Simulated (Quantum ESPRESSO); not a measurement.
# 2H-MoS2, 1 layer, rectangular cell: a series in strain along the first axis, part 3 of 7

Aim: how the results for 2H-MoS2, 1 layer, rectangular cell change with strain along the first axis.

Quantum ESPRESSO 7.5; plane-wave DFT, PBE, GBRV ultrasoft pseudopotentials.

So far. Step 2 (Variable-cell relaxation of the reference):  The last row is no step: it is a fresh SCF in the final cell with a new plane-wave basis, -0 meV from the row before. Step 3 (Relaxing the ions, -4 %): The relaxation lowers the energy by 4 meV an atom.

## 4. Self-consistent run, -4 %

The self-consistent run of this member.

m0.scf.in reads:

```
&control
  prefix = 'm0.scf'
  outdir = './out'
  pseudo_dir = './pseudo'
  calculation = 'scf'
  tprnfor = .true.
/
&system
  ibrav = 0
  nat = 6
  ntyp = 2
  ecutwfc = 40
  ecutrho = 200
  occupations = 'smearing'
  smearing = 'fd'
  degauss = 0.002
  nbnd = 30
/
&electrons
  conv_thr = 1e-09
  mixing_beta = 0.4
  electron_maxstep = 120
  mixing_mode = 'plain'
/
ATOMIC_SPECIES
  S   32.0600  s_pbe_v1.4.uspp.F.UPF
  Mo  95.9500  mo_pbe_v1.uspp.F.UPF
CELL_PARAMETERS angstrom
  3.05575300128000 0.00000000000000 0.00000000000000
  0.00000000000000 5.51328753800000 0.00000000000000
  0.00000000000000 0.00000000000000 18.26259773800000
ATOMIC_POSITIONS crystal
  S   0.999999999900 0.332567452300 0.413278831100
  S   0.500000000000 0.832567226200 0.413278791900
  Mo  0.000000000000 0.001532016600 0.500000000000
  Mo  0.500000000000 0.501531959900 0.500000000000
  S   0.999999999900 0.332567452300 0.586721168900
  S   0.500000000000 0.832567226200 0.586721208100
K_POINTS automatic
  10 6 1 0 0 0
```

Command:

```
$ OMP_NUM_THREADS=1 mpirun -n 4 pw.x -nk 4 -in m0.scf.in > m0.scf.out
```

The program printed:

```text
[banner, memory and clock lines left out]
Program PWSCF v.7.5 starts
[citation notice left out]

[...]
Message from routine setup:
[...]
bravais-lattice index     =            0
     lattice parameter (alat)  =       5.7745  a.u.
     unit-cell volume          =    2076.2902 (a.u.)^3
     number of atoms/cell      =            6
     number of atomic types    =            2
     number of electrons       =        52.00
     number of Kohn-Sham states=           30
     kinetic-energy cutoff     =      40.0000  Ry
     charge density cutoff     =     200.0000  Ry
     scf convergence threshold =      1.0E-09
     mixing beta               =       0.4000
     number of iterations used =            8  plain     mixing
     Exchange-correlation= SLA  PW   PBE  PBE
                           (   1   4   3   4   0   0   0)

[...]
PseudoPot. # 1 for S  read from file:
     ./pseudo/s_pbe_v1.4.uspp.F.UPF
     Pseudo is Ultrasoft + core correction, Zval =  6.0
     Generated by new atomic code, or converted to UPF format
     Using radial grid of  907 points,  6 beta functions with:
                l(1) =   0
                l(2) =   0
                l(3) =   1
                l(4) =   1
                l(5) =   2
                l(6) =   2
     Q(r) pseudized with  8 coefficients,  rinner =    1.300   1.300   1.300
                                                       1.300   1.300

     PseudoPot. # 2 for Mo read from file:
     ./pseudo/mo_pbe_v1.uspp.F.UPF
     Pseudo is Ultrasoft + core correction, Zval = 14.0
     Generated by new atomic code, or converted to UPF format
     Using radial grid of  889 points,  6 beta functions with:
                l(1) =   0
                l(2) =   0
                l(3) =   1
                l(4) =   1
                l(5) =   2
                l(6) =   2
     Q(r) pseudized with  6 coefficients,  rinner =    1.000   1.000   1.000
                                                       1.000   1.000

     atomic species   valence    mass     pseudopotential
     S                 6.00    32.06000     S ( 1.00)
     Mo               14.00    95.95000     Mo( 1.00)

      4 Sym. Ops. (no inversion) found

[...]
number of k points=    24  Fermi-Dirac smearing, width (Ry)=  0.0020
[...]
Dense  grid:    98961 G-vectors     FFT dimensions: (  25,  48, 160)

     Smooth grid:    70977 G-vectors     FFT dimensions: (  24,  45, 144)

     Initial potential from superposition of free atoms

     starting charge      51.9977, renormalised to      52.0000

     negative rho (up, down):  4.791E-03 0.000E+00
     Starting wfcs are   42 randomized atomic wfcs

     per-process dynamical memory:    88.4 Mb

     Self-consistent Calculation

     iteration #  1     ecut=    40.00 Ry     beta= 0.40
     Davidson diagonalization with overlap
     ethr =  1.00E-02,  avg # of iterations =  2.0

     Threshold (ethr) on eigenvalues was too large:
     Diagonalizing with lowered threshold

     Davidson diagonalization with overlap
     ethr =  3.73E-04,  avg # of iterations =  2.3

     negative rho (up, down):  4.895E-03 0.000E+00

     total energy              =    -375.40277871 Ry
     estimated scf accuracy    <       0.25651655 Ry

     iteration #  2     ecut=    40.00 Ry     beta= 0.40
[...]
negative rho (up, down):  4.868E-03 0.000E+00

[...]
total energy              =    -375.43097849 Ry
     estimated scf accuracy    <       0.12840691 Ry

     iteration #  3     ecut=    40.00 Ry     beta= 0.40
[...]
negative rho (up, down):  4.891E-03 0.000E+00

[...]
total energy              =    -375.45280632 Ry
     estimated scf accuracy    <       0.01274851 Ry

     iteration #  4     ecut=    40.00 Ry     beta= 0.40
[...]
negative rho (up, down):  4.893E-03 0.000E+00

[...]
total energy              =    -375.45330199 Ry
     estimated scf accuracy    <       0.00279994 Ry

     iteration #  5     ecut=    40.00 Ry     beta= 0.40
[...]
negative rho (up, down):  4.879E-03 0.000E+00

[...]
total energy              =    -375.45372175 Ry
     estimated scf accuracy    <       0.00163044 Ry

     iteration #  6     ecut=    40.00 Ry     beta= 0.40
[...]
negative rho (up, down):  4.876E-03 0.000E+00

[...]
total energy              =    -375.45394087 Ry
     estimated scf accuracy    <       0.00003658 Ry

[...]
iteration # 13     ecut=    40.00 Ry     beta= 0.40
[...]
negative rho (up, down):  4.870E-03 0.000E+00

[...]
total energy              =    -375.45397734 Ry
     estimated scf accuracy    <       0.00000014 Ry

     iteration # 14     ecut=    40.00 Ry     beta= 0.40
[...]
negative rho (up, down):  4.870E-03 0.000E+00

[...]
total energy              =    -375.45397736 Ry
     estimated scf accuracy    <          3.1E-09 Ry

     iteration # 15     ecut=    40.00 Ry     beta= 0.40
[...]
negative rho (up, down):  4.870E-03 0.000E+00

[...]
total energy              =    -375.45397736 Ry
     estimated scf accuracy    <          1.9E-09 Ry

     iteration # 16     ecut=    40.00 Ry     beta= 0.40
[...]
negative rho (up, down):  4.870E-03 0.000E+00

[...]
End of self-consistent calculation

          k = 0.0000 0.0000 0.0000 (  8847 PWs)   bands (ev):

   -61.0699 -61.0273 -35.4137 -35.2451 -35.1608 -35.0041 -34.9949 -34.9178
   -14.4999 -13.2255 -12.5293 -12.4698  -6.2316  -6.0058  -5.1932  -4.4246
    -3.0333  -2.9486  -2.4708  -2.3914  -2.2544  -1.7189  -1.4233  -1.0668
    -0.7536  -0.4800   2.2379   2.5661   2.6612   2.6774

          k = 0.0000 0.0924 0.0000 (  8881 PWs)   bands (ev):

   -61.0671 -61.0302 -35.3865 -35.2395 -35.1665 -35.0239 -34.9983 -34.9236
   -14.3942 -13.1824 -12.7042 -12.5302  -6.0358  -5.8831  -5.0351  -4.3661
    -3.1672  -2.9540  -2.6782  -2.3609  -2.3118  -1.5801  -1.4803  -1.2266
    -0.8618  -0.5242   2.2204   2.3651   2.4407   2.4612

[...]
the Fermi energy is     0.7612 ev

!    total energy              =    -375.45397736 Ry
     estimated scf accuracy    <          2.3E-10 Ry
     smearing contrib. (-TS)   =      -0.00000000 Ry
     internal energy E=F+TS    =    -375.45397736 Ry

     The total energy is F=E-TS. E is the sum of the following terms:
     one-electron contribution =   -2011.45596107 Ry
     hartree contribution      =    1007.95293858 Ry
     xc contribution           =     -72.67353862 Ry
     ewald contribution        =     700.72258375 Ry

     convergence has been achieved in  16 iterations

     negative rho (up, down):  4.870E-03 0.000E+00

     Forces acting on atoms (cartesian axes, Ry/au):

     atom    1 type  1   force =     0.00000000    0.00016211    0.00013261
     atom    2 type  1   force =     0.00000000    0.00016569    0.00012885
     atom    3 type  2   force =     0.00000000   -0.00032881    0.00000000
     atom    4 type  2   force =     0.00000000   -0.00032679    0.00000000
     atom    5 type  1   force =     0.00000000    0.00016211   -0.00013261
     atom    6 type  1   force =     0.00000000    0.00016569   -0.00012885

     Total force =     0.000625     Total SCF correction =     0.000040

[...]
```

The job ended after 64 s (4 MPI ranks of Arm Neoverse V1, shared host; peak memory 0.77 GiB; 4.2 min of CPU time).

Numbers from this step:

```
free energy                          : -5108.3116 eV
Fermi energy                         : 0.7612 eV
valence top, on the run's zero       : -0.2326 eV
conduction bottom, on the run's zero : 1.642 eV
gap by band count                    : 1.875 eV
```

## 5. Potential by pp.x, -4 %

plot_num = 11 writes the bare and Hartree potential, from which vacuum levels or, in a crystal, the mean potential are read.

m0.pot.in reads:

```
&inputpp
  prefix = 'm0.scf'
  outdir = './out'
  filplot = 'm0.pot.dat'
  plot_num = 11
/
```

Command:

```
$ OMP_NUM_THREADS=1 mpirun -n 4 pp.x -in m0.pot.in > m0.pot.out
```

The program printed:

```text
[banner, memory and clock lines left out]
Program POST-PROC v.7.5 starts

          URL

     ./out/m0.scf.save/

     IMPORTANT: XC functional enforced from input :
     Exchange-correlation= PBE
                           (   1   4   3   4   0   0   0)
     Any further DFT definition will be discarded
     Please, verify this is what you really want

     negative rho (up, down):  4.870E-03 0.000E+00

     Calling punch_plot, plot_num =  11
     Writing data to file  m0.pot.dat
     Message from routine chdens:
     namelist plot not found or invalid, exiting
```

Elapsed: 1.1 s, on 4 MPI ranks; peak memory 0.11 GiB; 4 s of CPU time.

This step gave:

```
slope of the potential above                                          : 5.18e-5 eV/Å
upper vacuum line continued to the top atoms, over the valence top    : 5.867 eV
slope of the potential below                                          : -4.05e-5 eV/Å
lower vacuum line continued to the bottom atoms, over the valence top : 5.867 eV
vacuum level at the upper face over the valence top of the mesh       : 5.867 eV
vacuum level at the lower face over the valence top of the mesh       : 5.867 eV
```

Electrostatic potential energy of an electron; zero at the highest filled level of the SCF mesh. The potential energy, planar mean by z:

z (Å), potential energy, planar mean (eV) and a bar from the least value:
```
        0        5.9 ##############################
        1        5.9 ##############################
        2        5.9 ##############################
        3        5.9 ##############################
        4        5.9 ##############################
        5        5.8 ##############################
        6        5.5 ##############################
        7       -3.3 ######################
        8       -8.4 #################
        9      -26.8 
       10       -5.9 ###################
       11      -10.1 ###############
       12        4.9 #############################
       13        5.8 ##############################
       14        5.9 ##############################
       15        5.9 ##############################
       16        5.9 ##############################
       17        5.9 ##############################
       18        5.9 ##############################
```

[end of part 3 of 7]

[Logs are printed without paths, hosts, clocks, repeated set-up lines and the standing remarks that a program may print on its own settings, such as how far it seeks lower states.]

[Hosts, paths, dates, database ids (printed as entryN), source tags and the programs' standing remarks are cut or masked in the printed files.]

[Maps of the electrostatic potential energy from Ansatz leave out the sawtooth potential of an applied field or a dipole correction, so their vacuum need not be flat; planar profiles and work functions include it.]
